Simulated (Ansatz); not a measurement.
# GaAs (F-43m) in Ansatz: notebook

The runs below take GaAs through single point, with PBE.

Program: Ansatz 0.2.0. These are calculated values, not measurements. Logs are shortened: lines on timing, memory, paths and dates and some standing lists are left out, and cuts for length are marked.

**Measured values to compare with.**

From “Evidence of valence band perturbations in GaAsN/GaAs(001): A combined variable-angle spectroscopic ellipsometry and modulated photoreflectance investigation”, 2008, arxiv:0805.2212, for a bulk crystal of GaAs at 300 K: band gap 1.412 ± 0.01 eV (direct).

The results are compared with them further down.

**1. Starting point**

The structure is cubic, space group F-43m (No. 216). Conventional cell: a = 5.654 Å, b = 5.654 Å, c = 5.654 Å, α = 90.00°, β = 90.00°, γ = 90.00°. As (site symmetry -43m) is surrounded by 4 Ga at 2.45 Å. Ga (site symmetry -43m) is surrounded by 4 As at 2.45 Å.

**2. Single point, PBE**

Contents of input.yaml:

```yaml
crystal:
  lattice:
    - [0.0, 2.82685, 2.82685]
    - [2.82685, 0.0, 2.82685]
    - [2.82685, 2.82685, 0.0]
  atoms:
    - { symbol: As, position: [0.75, 0.75, 0.75] }
    - { symbol: Ga, position: [0.0, 0.0, 0.0] }
hamiltonian:
  xc: pbe
  pseudopotentials: { kind: paw }
kpoints:
  mp_grid: { grid: [8, 8, 8] }
scf:
  occupations: { method: gaussian, width: 0.03 }
output:
  forces: true
  stress: true
  eigenvalues: true
```

Potentials or basis: Ansatz PAW.

Run with:

```bash
ansatz run input.yaml --threads 2 --pin off --max-ram 5632MiB --backend cpu --events-out ev --progress --plain --runs-dir out
```

The program printed:

```text
Warning: RAYON_NUM_THREADS=2 ignored (pool sized by the plan → 2); use --threads N
Engine: ansatz 0.2.0, x86_64-unknown-linux-gnu
Pseudopotentials: kind: paw
Pseudopotential: As, paw, valence charge 15, recommended cutoff 420 eV (normal), As.paw.azcp
Pseudopotential: Ga, paw, valence charge 13, recommended cutoff 420 eV (normal), Ga.paw.azcp
Functional definition: PBE
  parameter kappa = 0.804
  parameter beta = 0.06672455060314922
  exchange = pbe_x(kappa = kappa, mu = beta*pi^2/3)
  correlation = pbe_c(beta = beta)
Crystal: 2 atoms, lattice volume = 45.179 Å³
Basis set: ecut = 420 eV, 893 PW (Γ), exchange–correlation on 54×54×54 points (8 copies of the dense FFT grid, shifted against one another)
Bands: 18, of which v1, the nominal top of the filled ones, is band 14 counted from 1 (13 counted from 0)
Symmetry: 24 space group operations
Space group: F-43m (ITA 216), of the structure as read, at distance tolerance 3.6e-5 Å
k-points: 29 of 512 (time reversal used)
Non-local potential: As, projectors of the file, l = 0: 2, l = 1: 2, l = 2: 3, l = 3: 1
Non-local potential: Ga, projectors of the file, l = 0: 2, l = 1: 2, l = 2: 3, l = 3: 1
PAW form: soft (Blöchl's): semilocal exchange-correlation on the pseudo side does not see the compensation charge
PAW one-centre angular grid: As, 590 points (default); XC on 64 Gauss nodes
PAW one-centre angular grid: Ga, 590 points (default); XC on 64 Gauss nodes
Initial density: superposition of atomic densities (neutral atoms: chi_scale 0, normalization atom), corrected by the library's trained network
Initial wavefunctions: pseudopotential atomic-orbital guess
Functional: x = pbe(κ = 0.804, μ = 0.2195149727645171), c = pbe(β = 0.06672455060314922)
SCF iter   1: F=—  HF=-8639.835014 eV  |F-HF|=—  |Δ(HF+E_count)|=         —  Δρ=1.76e-3  dr2=2.36e-3  ethr=1.77e-3  ⟨swp⟩=6.0  Hψ=2493  notcnv=0
preconditioner: auto → none  [insulator: Δε(μ)=0.507 eV  Ē_g=15.490 eV  σ=0.030 eV  W_gap=1.00  n_scr=14 (ndim 8)  ℏωp=23.4 eV  f_vac=0.086  D(μ)=0.00/eV (n_scr^D=0)  ε∞_Penn≈3.3]
SCF iter   2: F=—  HF=-8639.834097 eV  |F-HF|=—  |Δ(HF+E_count)|=   9.17e-4  Δρ=8.47e-4  dr2=2.95e-4  ethr=8.44e-6  ⟨swp⟩=2.0  Hψ=1131  notcnv=0
SCF iter   3: F=—  HF=-8639.834023 eV  |F-HF|=—  |Δ(HF+E_count)|=   7.42e-5  Δρ=2.61e-4  dr2=3.70e-5  ethr=1.05e-6  ⟨swp⟩=2.0  Hψ=783  notcnv=0
SCF iter   4: F=—  HF=-8639.834044 eV  |F-HF|=—  |Δ(HF+E_count)|=   2.08e-5  Δρ=1.34e-4  dr2=1.12e-5  ethr=1.32e-7  ⟨swp⟩=2.1  Hψ=757  notcnv=0
SCF iter   5: F=—  HF=-8639.834051 eV  |F-HF|=—  |Δ(HF+E_count)|=   7.06e-6  Δρ=3.85e-5  dr2=7.20e-7  ethr=3.98e-8  ⟨swp⟩=2.0  Hψ=638  notcnv=0
SCF iter   6: F=-8639.834051 eV  HF=-8639.834051 eV  |F-HF|=2.62e-9  |Δ(HF+E_count)|=   5.20e-7  Δρ=5.52e-6  dr2=2.09e-8  ethr=3.57e-10  ⟨swp⟩=5.3  Hψ=2384  notcnv=0
SCF 1 converged in 6 iterations: F = -8639.834051 eV  dr2 = 2.09e-8
SCF converged after 6 iterations
Free energy (F): -8639.834051 eV
Harris-Foulkes:  -8639.834051 eV  (|F-HF|=2.62e-9)
Internal energy: -8639.834051 eV  (E = F + TS)
E sigma→0 (E₀):  -8639.834051 eV
Fermi energy:    8.442849 eV
--- Per-component energies (eV) ---
  E_band       = -311.945149
  E_kinetic    = 219.488405
  E_local      = -3915.503284  (includes V_loc(G=0)·N_el)
  E_nonlocal   = -245.780328
  E_hartree    = 1973.459356
  E_xc         = -148.501268
  E_vxc        = -137.536839  (∫ρ·V_xc dr)
  E_paw        = -3824.269008  (= ΣΔE_a)
  E_vpaw       = -179.534022  (= ΣTr[D̂ρ^β])
  E_aug_tail   = -0.000138  (compensation charges beyond the density's cutoff)
  E_ewald      = -2698.727786
  E_smearing   = -0.000000  (= −TS)
  E_closure    = -0.000000  (closes the sum)
  Σ components = -8639.834051   (vs F -8639.834051, Δ=0.00e0)
--- Forces (eV/Å), atoms counted from 1 ---
  atom   1  As     0.00000000    -0.00000000     0.00000000
  atom   2  Ga    -0.00000000     0.00000000    -0.00000000
  max |Σ_I F_I| component: 2.20e-16 eV/Å
--- Stress (GPa, compression-positive) ---
        3.269535      -0.000000      -0.000000
        0.000000       3.269535       0.000000
        0.000000       0.000000       3.269535
  P = ⅓ Tr σ = 3.2695 GPa (32.695 kbar)
--- Band table (eV; the first three rows and the last of 29) ---
  k-point 0: bands = ["-26.9504", "-26.9504", "-26.9504", "-26.9406", "-26.9406", "-6.5989", "-6.5989", "-6.5989", "-6.5200", "-6.5200", "-4.5434", "8.1841", "8.1841", "8.1841", "8.6997", "11.9233", "11.9233", "11.9233"]
  k-point 1: bands = ["-26.9503", "-26.9502", "-26.9502", "-26.9406", "-26.9406", "-6.6127", "-6.5954", "-6.5954", "-6.5202", "-6.5202", "-4.3607", "6.2225", "7.9485", "7.9485", "9.7759", "12.2707", "12.2707", "12.3830"]
  k-point 2: bands = ["-26.9502", "-26.9499", "-26.9499", "-26.9405", "-26.9405", "-6.6429", "-6.5876", "-6.5876", "-6.5198", "-6.5198", "-3.8508", "4.0492", "7.5071", "7.5071", "9.6371", "12.7887", "12.7887", "14.1408"]
  k-point 28: bands = ["-26.9501", "-26.9497", "-26.9485", "-26.9407", "-26.9400", "-6.6993", "-6.5672", "-6.5546", "-6.5307", "-6.5164", "-1.9853", "1.5602", "4.6533", "4.8464", "12.8072", "12.9082", "13.5996", "14.2334"]
```

Run time: 5.4 s. Hardware: 2 threads of Intel Xeon at 2.50GHz (Skylake/Cascade Lake), shared host; peak memory 0.35 GiB.

What came out:

```
Free energy            : -8639.8341 eV
Pressure               : 3.3 GPa
Band gap on the k mesh : 0.52 eV, direct
```

Levels at points of the mesh, in eV from the valence-band top:
```tsv
k point	band 12	band 13	band 14	band 15	band 16	band 17
(0.00, 0.00, 0.00)	0.00	0.00	0.00	0.52	3.74	3.74
(0.00, 0.00, -0.50)	-6.63	-1.14	-1.14	1.00	4.64	4.64
(0.00, -0.50, -0.50)	-6.81	-2.67	-2.67	1.47	1.66	10.17
```

**3. Single point, PBE**

input.yaml, as its differences from that of step 2:

```diff
@@ -14,3 +14,3 @@
 scf:
-  occupations: { method: gaussian, width: 0.03 }
+  occupations: { method: gaussian, width: 0.011 }
 output:
```

Potentials or basis: Ansatz PAW.

Run with:

```bash
ansatz run input.yaml --threads 2 --pin off --max-ram 5632MiB --backend cpu --events-out ev --progress --plain --runs-dir out
```

Wall time 5.8 s (2 threads of Intel Xeon at 2.50GHz (Skylake/Cascade Lake), shared host); peak memory 0.35 GiB.

It converged, with:

```
Free energy            : -8639.8341 eV
Pressure               : 3.3 GPa
Band gap on the k mesh : 0.52 eV, direct
```

Levels at points of the mesh, in eV from the valence-band top:
| k point | band 10 | band 11 | band 12 | band 13 | band 14 | band 15 | band 16 | band 17 | band 18 |
| --- | --- | --- | --- | --- | --- | --- | --- | --- | --- |
| (0.00, 0.00, 0.00) | -14.70 | -12.73 | 0.00 | 0.00 | 0.00 | 0.52 | 3.74 | 3.74 | 3.74 |
| (0.00, 0.00, -0.50) | -14.70 | -10.96 | -6.63 | -1.14 | -1.14 | 1.00 | 4.64 | 4.64 | 7.76 |
| (0.00, -0.50, -0.50) | -14.69 | -10.23 | -6.81 | -2.67 | -2.67 | 1.47 | 1.66 | 10.17 | 10.17 |

**4. Against experiment**

Step 2. A measured gap of GaAs is 1.412 eV (direct; 300 K; “Evidence of valence band perturbations in GaAsN/GaAs(001): A combined variable-angle spectroscopic ellipsometry and modulated photoreflectance investigation”, 2008, arxiv:0805.2212); the calculated 0.52 eV misses it by -0.90 eV. 3 values of this kind are on record (1.412 to 1.51 eV); this one was drawn at random among those near their median, those with a stated uncertainty first. Spin-orbit coupling on As, Ga is left out. The value is that of PBE on a finite k mesh, which can miss the band edges, without temperature or zero-point motion. Semilocal functionals fall short of measured gaps as a rule.

Step 3. Against the measured gap of GaAs, 1.412 eV (direct; 300 K; “Evidence of valence band perturbations in GaAsN/GaAs(001): A combined variable-angle spectroscopic ellipsometry and modulated photoreflectance investigation”, 2008, arxiv:0805.2212), the calculated 0.52 eV is off by -0.90 eV. 3 values of this kind are on record (1.412 to 1.51 eV); this one was drawn at random among those near their median, those with a stated uncertainty first. Spin-orbit coupling on As, Ga is left out. The value is that of PBE on a finite k mesh, which can miss the band edges, without temperature or zero-point motion. Semilocal functionals fall short of measured gaps as a rule.
